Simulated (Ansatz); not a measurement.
## MgH2 (P4_2/mnm):As_H, thermodynamic levels from a 96-atom cell

Wanted: the transition levels of a substitutional impurity in MgH2 (P4_2/mnm), from a cell of 96 host atoms with 1 H taken out and 1 As put in.

Main program and level: Ansatz 0.2.0; place-levels on PBE runs: charge-transition levels and formation energies with image-charge correction and potential alignment at the atomic sites.

### Step 1. Set-up

The cell holds 96 atoms: 32 Mg, 63 H and 1 As. Cell: a = 10.858 Å, b = 10.858 Å, c = 12.774 Å, α = 54.0°, β = 54.0°, γ = 72.1°. It derives from MgH2 (space group P4_2/mnm). Nearest the centre at fractional (0.500, 0.500, 0.652): As93 at 0.00 Å, Mg87 at 1.94 Å, Mg14 at 1.96 Å, Mg85 at 1.96 Å, H89 at 2.50 Å, H20 at 2.76 Å, H24 at 2.76 Å, H79 at 2.76 Å.

Known beforehand: the electronic dielectric constant, (3.95, 3.95, 4.00), and the static one, (11.34, 11.34, 8.61), computed on the host (DFPT, PBE).

The cell's shortest repeat is 10.9 Å.

### Step 2. The runs of each charge state

A transition level is the Fermi level at which two charge states cost the same, so each charge needs its own total energy, at its own relaxed structure.

Each atom starts 0.08 Å or so off its site in a random direction: a symmetric start keeps its symmetry, and would miss off-centre moves and Jahn–Teller distortions. Forces are taken at the zone centre alone. The cell holds 2 electrons more than the neutral one, with a uniform background that keeps it neutral on the whole.

One state's input; the others differ in charge, spin, start and seed, and in occupations where the table says so.

File qm2.relax/input.yaml:

```yaml
crystal:
  lattice:
    - [0.0, 4.51624632, 3.01304723]
    - [4.51624632, 0.0, 3.01304723]
    - [4.51624632, 4.51624632, 0.0]
  atoms:
    - { symbol: Mg, position: [0.25, 0.25, 0.25] }
    - { symbol: Mg, position: [0.75, 0.75, 0.75] }
    - { symbol: Mg, position: [0.0, 0.0, 0.0] }
    - { symbol: Mg, position: [0.5, 0.5, 0.5] }
    - { symbol: H, position: [0.0, 0.0, 0.69565655] }
    - { symbol: H, position: [0.5, 0.5, 0.19565655] }
    - { symbol: H, position: [0.44565655, 0.05434345, 0.75] }
    - { symbol: H, position: [0.94565655, 0.55434345, 0.25] }
    - { symbol: H, position: [0.0, 0.0, 0.30434345] }
    - { symbol: H, position: [0.5, 0.5, 0.80434345] }
    - { symbol: H, position: [0.05434345, 0.44565655, 0.75] }
    - { symbol: H, position: [0.55434345, 0.94565655, 0.25] }
  supercell: [2, 2, 2]
  defects: [{ substitution: { at: 92, symbol: As } }]
total_charge: -2
basis:
  ecutwfc: 420
  xc_grid: 2
hamiltonian:
  xc: pbe
kpoints:
  mp_grid: { grid: [1, 1, 1] }
scf:
  occupations: { method: fixed }
  max_iter: 100
output:
  forces: true
  charged_corrections: { epsilon: [3.95, 3.95, 4.0], static_epsilon: [11.34, 11.34, 8.61] }
relax:
  f_tol: 0.02
  max_steps: 80
  random_displacement: { amplitude: 0.08, seed: 1442 }
checkpoint:
  write: "../qm2.relax.run"
  compress: false
  write_wavefunctions: true
  write_every: 100000
```

Command:

```console
> ansatz run input.yaml --threads 4 --pin off --max-ram 6594MiB --backend cpu --events-out ev --progress --plain --runs-dir out
```

The relaxed structure is kept and the sampling changed to a 2×2×2 shifted mesh.

The run of this state that the levels use, under PBE:

File qm2.point/input.yaml:

```yaml
crystal:
  checkpoint: "../qm2.relax.run"
  host: checkpoint
total_charge: -2
basis:
  ecutwfc: 420
  xc_grid: 2
hamiltonian:
  xc: pbe
kpoints:
  mp_grid: { grid: [2, 2, 2], shift: [0.5, 0.5, 0.5] }
scf:
  occupations: { method: fermi_dirac, width: 0.01 }
  max_iter: 100
output:
  forces: true
  eigenvalues: true
  charged_corrections:
    epsilon: [3.95, 3.95, 4.0]
    static_epsilon: [11.34, 11.34, 8.61]
    defect_position: [0.5, 0.5, 0.652214]
  eigenstates: { localisation: true }
  populations: true
  band_densities: [{ bands: [v1, v1] }, { bands: [c1, c1] }]
  write_density: true
  write_potential: true
  volumetric_format: npy
checkpoint:
  read: "../qm2.relax.run"
  write: "../qm2.point.run"
  compress: false
  write_wavefunctions: false
  write_every: 100000
```

Relaxations under PBE at the zone centre alone; times on 4 threads of Arm Neoverse V2, shared host:

| charge | moment (μB) | occupations | outcome | steps | largest displacement against the far atoms (Å) | time |
| --- | --- | --- | --- | --- | --- | --- |
| −2 | 0 | fixed | converged | 14 | 1.31 | 58 s |
| −1 | 1 | fixed | converged | 16 | 1.32 | 2.4 min |
| 0 | 0 | fixed | converged | 26 | 2.22 | 99 s |
| 0 | 2 | fixed | converged | 23 | 1.41 | 3.5 min |

Single points under PBE at a 2×2×2 shifted mesh; times on 4 threads of Arm Neoverse V2, shared host:

```csv
charge,moment (μB),occupations,outcome,time
−2,0,fermi-dirac,converged,90 s
−1,1,fermi-dirac,converged,2.7 min
0,0,fermi-dirac,converged,76 s
0,2,fermi-dirac,converged,2.7 min
```

Distances (Å) from As93 to the nearest atoms after relaxation with PBE:

| charge | moment (μB) | 1. | 2. | 3. | 4. | 5. | 6. |
| --- | --- | --- | --- | --- | --- | --- | --- |
| −2 | 0 | Mg 2.43 | Mg 2.53 | Mg 2.54 | Mg 2.54 | Mg 2.79 | Mg 2.79 |
| −1 | 1 | H 2.14 | Mg 2.46 | Mg 2.57 | Mg 2.59 | Mg 2.59 | Mg 2.89 |
| 0 | 0 | H 1.53 | Mg 2.54 | Mg 2.54 | Mg 2.77 | Mg 2.77 | Mg 2.83 |
| 0 | 2 | H 2.17 | H 2.17 | Mg 2.52 | Mg 2.67 | Mg 2.67 | H 3.02 |

### Step 3. Placing the levels, PBE

A charged cell interacts with its images and the background, and its potential has another zero than the host's. place-levels removes the first by a point-charge model, screened by the static dielectric constant since the ions have relaxed around the charge, and the second by comparing potentials at atoms far from the defect.

The host is a run of the defect-free crystal in the same cutoffs, grids and k-points, so that basis and sampling errors cancel in part in the differences. The host is run in a cell of 48 atoms on a matching mesh. Its band edges are searched through the zone by a band path, so the gap is smaller than, or equal to, that on the mesh. Chemical potentials are energies per atom of H (H2 molecule) and As (grey arsenic (A7)), run with the same functional and cutoff.

File levels.point.yaml:

```yaml
host:
  run: host.point.run
states: [qm2.point.run, qm1_M1.point.run, q0.point.run, q0_M2.point.run]
geometry_from:
  qm2.point.run: qm2.relax.run
  qm1_M1.point.run: qm1_M1.relax.run
  q0.point.run: q0.relax.run
  q0_M2.point.run: q0_M2.relax.run
  host.point.run: host.relax.run
chemical_potentials:
  H:
    energy: -15.87217
    dataset: "<sha256 of the dataset>"
  As:
    energy: -4856.136955
    dataset: <sha256 of the dataset>
```

Command:

```console
> ansatz place-levels levels.point.yaml -- --threads 4 --pin off --max-ram 6594MiB
```

Numbers of over 12 decimals in the logs are rounded to 6 here.

The log of the run:

```text
[... repeated set-up lines and file paths are left out, and long positions are rounded to six places ...]
(0/-1) 3.756 eV above the valence edge, in the conduction band; not on the lower envelope
(-1/-2) 2.303 eV above the valence edge, 1.416 eV under the conduction edge; not on the lower envelope
(0/-2) 3.029 eV above the valence edge, 0.689 eV under the conduction edge: charges between them are lowest nowhere
formation energy of charge 0: +2.089 eV with the Fermi level at the valence edge
formation energy of charge -1: +5.845 eV with the Fermi level at the valence edge
formation energy of charge -2: +8.148 eV with the Fermi level at the valence edge
  edges by pbe, gap 3.718 eV; the host is sampled to repeats of 21.72 Å
  the defect's cells are sampled to repeats of 21.72 Å, like sampling
  charge 0: +0.000 eV for its dipole among its images, +0.000 omitted
  charge -1: -67427.5844 eV with its correction of -0.092 eV, at epsilon [11.34, 11.34, 8.61], aligned at sites: +0.2944 eV, mean over 31 atomic sites at or beyond 5.43 Å from the defect at [0.5000, 0.5000, 0.6522], with +0.000000 for the charge's moments and [...]
  charge -2: -67423.4730 eV with its correction of +0.108 eV, at epsilon [11.34, 11.34, 8.61], aligned at sites: +0.3504 eV, mean over 31 atomic sites at or beyond 5.43 Å from the defect at [0.5000, 0.5000, 0.6522], with +0.000000 for the charge's moments and [...]
  charge 0: states[3] (q0_M2.point.run) stands 1.516 eV higher, with a moment of 2.00 μB against 0.00
  of states[2] (q0.point.run): its alignment with the host at atomic sites is doubtful: a part of the defect, H at [0.2500, 0.7500, 0.5978], stands 3.27 Å off the defect's place or the host's site by it, at or past 3.24 Å (0.6 of the 5.43 Å from which on the [...]
  of states[1] (qm1_M1.point.run): how wide its charge is, is not read beside other atoms or cores, and a band state would take no correction. [...]
  of states[0] (qm2.point.run): how wide its charge is, is not read beside other atoms or cores, and a band state would take no correction. [...]
  of states[3] (q0_M2.point.run): the far atoms show a dipole or second moment of the defect's charge, for which the correction takes or leaves out 0.118 eV: further moments aren't read, and the relaxed atoms' own pattern can pass for one, so compare a larger [...]
```

Run time: 0.27 s. Hardware: 4 threads of Arm Neoverse V2, shared host.

Levels between the charges placed, in eV above the valence top:

```
     gap (eV)  (0/−1)  (−1/−2)
PBE      3.72    3.76     2.30
```

Corrections by state:

```csv
charge,moment (μB),image terms and alignment (eV),band filling (eV),ε used,"over the lowest of its charge, as the program ranks them, band filling apart (eV)"
0,0.0,0.000,-,-,0.000
−1,1.0,-0.092,-,"principal values (8.61, 11.34, 11.34)",0.000
−2,0.0,0.108,-,"principal values (8.61, 11.34, 11.34)",0.000
0,2.0,0.000,-,-,1.516
```

From the program's caveats on the states, each cut to its opening words:

- charge 0: its alignment with the host at atomic sites is doubtful: a part of the defect, H at [0.2500, 0.7500, 0.5978], stands 3.27 Å off the defect's place or the [...]
- charge −1 (1 μB), −2: how wide its charge is, is not read beside other atoms or cores, and a band state would take no correction
- charge −1 (1 μB): its displacements don't fall off away from the defect: farther atoms stand 0.049 Å off the host's places
- charge −2: its alignment with the host at atomic sites is doubtful: the mean over the far sites moves by +0.0642 eV from their farther parts to their nearer, more than [...]
- charge −2: its displacements don't fall off away from the defect: farther atoms stand 0.098 Å off the host's places
- charge 0 (2 μB): the far atoms show a dipole or second moment of the defect's charge, for which the correction takes or leaves out 0.118 eV: further moments aren't read, and [...]
- charge 0 (2 μB): its displacements don't fall off away from the defect: farther atoms stand 0.058 Å off the host's places

The host's formation energy from the elements is -0.181 eV per atom; it sets how far the chemical potentials can move.

Limit set by the element alone; other compounds of these elements are not counted. Chemical potentials from the elements' reference states: H 0.00 eV, Mg -0.54 eV, As 0.00 eV. Formation energies (H-rich), with the Fermi level at the valence top and at the conduction bottom (gap 3.72 eV):

| charge | at valence top (eV) | at conduction bottom (eV) | correction included (eV) |
| --- | --- | --- | --- |
| 0 | 2.09 | 2.09 | 0.00 |
| −1 | 5.85 | 2.13 | -0.09 |
| −2 | 8.15 | 0.71 | 0.11 |

```tsv
Fermi level (eV)	lowest formation energy (eV)
0.00	2.09
0.34	2.09
0.68	2.09
1.01	2.09
1.35	2.09
1.69	2.09
2.03	2.09
2.37	2.09
2.70	2.09
3.04	2.06
3.38	1.39
3.72	0.71
```

Limit set by the element alone; other compounds of these elements are not counted. Chemical potentials from the elements' reference states: Mg 0.00 eV, H -0.27 eV, As 0.00 eV. Formation energy by charge state (Mg-rich; gap 3.72 eV):

```
charge  at valence top (eV)  at conduction bottom (eV)  correction included (eV)
     0                 1.82                       1.82                      0.00
    −1                 5.57                       1.86                     -0.09
    −2                 7.88                       0.44                      0.11
```

```
Fermi level (eV)  lowest formation energy (eV)
            0.00                          1.82
            0.34                          1.82
            0.68                          1.82
            1.01                          1.82
            1.35                          1.82
            1.69                          1.82
            2.03                          1.82
            2.37                          1.82
            2.70                          1.82
            3.04                          1.79
            3.38                          1.12
            3.72                          0.44
```

### Step 4. The same at the relaxations' own k-points

The relaxations' own energies give the levels at their sampling, for comparison.

File levels.relax_mesh.yaml:

```yaml
host:
  run: host.relax.run
states: [qm2.relax.run, qm1_M1.relax.run, q0.relax.run, q0_M2.relax.run]
chemical_potentials:
  H:
    energy: -15.87217
    dataset: "<sha256 of the dataset>"
  As:
    energy: -4856.136955
    dataset: <sha256 of the dataset>
```

Command:

```console
> ansatz place-levels levels.relax_mesh.yaml -- --threads 4 --pin off --max-ram 6594MiB
```

The log of the run:

```text
[...]
formation energy of charge 0: +1.980 eV with the Fermi level at the valence edge
formation energy of charge -1: +5.649 eV with the Fermi level at the valence edge
formation energy of charge -2: +7.900 eV with the Fermi level at the valence edge
  edges by pbe, gap 3.720 eV; the host is sampled to repeats of 10.86 Å
[... the lines on each state left out ...]
```

It took 0.15 s on 4 threads.

Levels between neighbouring charges, in eV above the valence top:

```csv
,gap (eV),(0/−1),(−1/−2)
the zone centre alone,3.72,3.67,2.25
a 2×2×2 shifted mesh,3.72,3.76,2.30
```

Going from the zone centre alone to a 2×2×2 shifted mesh moves the levels that carry no band-filling term by up to 0.09 eV and formation energies against the elements by up to 0.25 eV.

### Step 5. Results

```
gap of the host                                                          : 3.72 eV (PBE)
level (0/minus 1)                                                        : 3.76 eV above the valence top, past the conduction bottom, not a change between lowest states
level (minus 1/minus 2)                                                  : 2.30 eV above the valence top, not a change between lowest states
level (0/minus 2)                                                        : 3.03 eV above the valence top
lowest of the charges placed, just above the valence top (0.02 eV)       : 0
lowest of the charges placed, just below the conduction bottom (0.02 eV) : −2
lowest formation energy at mid-gap of the charges run, H-rich            : 2.09 eV
lowest formation energy at mid-gap of the charges run, Mg-rich           : 1.82 eV
```

In words: Of the charges placed (−2, −1 and 0), the lowest changes at 3.03 eV (0/−2) above the valence top, in a gap of 3.72 eV. (0/−2) passes over charge −1, which lies 0.73 eV above the two there; a lower structure or spin state of it, if missed, would change that. Charges above 0 and below −2 were not placed, so these runs say nothing of levels that involve them. States placed: 0 at 0 μB and 2 μB; −1 at 1 μB; −2 at 0 μB. Other spin states or structures, where not listed, weren't placed. At charge −2, −1 and 0 the atom put in ends up to 1.6 Å from its starting place, so the name tells the start alone and the levels can join different sites. As is taken at its element; compounds, which aren't counted here, bound the chemical potentials and would shift these formation energies. Going from the zone centre alone to a 2×2×2 shifted mesh moves the levels that carry no band-filling term by up to 0.09 eV and formation energies against the elements by up to 0.25 eV. The program doubts the alignment of potentials for at least one state, a sign that the cell is small. Limits: PBE makes the gap too small and tends to spread out bound carriers; force components of up to 0.10 eV/Å remain in a run at the final settings.

[Logs are printed without paths, hosts, clocks, repeated set-up lines and the standing remarks that a program may print on its own settings, such as how far it seeks lower states.]

[Hosts, paths, dates, database ids (printed as entryN), source tags and the programs' standing remarks are cut or masked in the printed files.]

[Where a table of states has a column of steps, it counts the stored structures, which are thinned; the runs took as many ionic steps or more.]

[A defect's name tells the site on which it was built; relaxed atoms can leave that site.]

[For some hosts the program warned that the k-mesh of the response run may be too coarse for force constants and the static dielectric constant; such warnings are not shown here.]
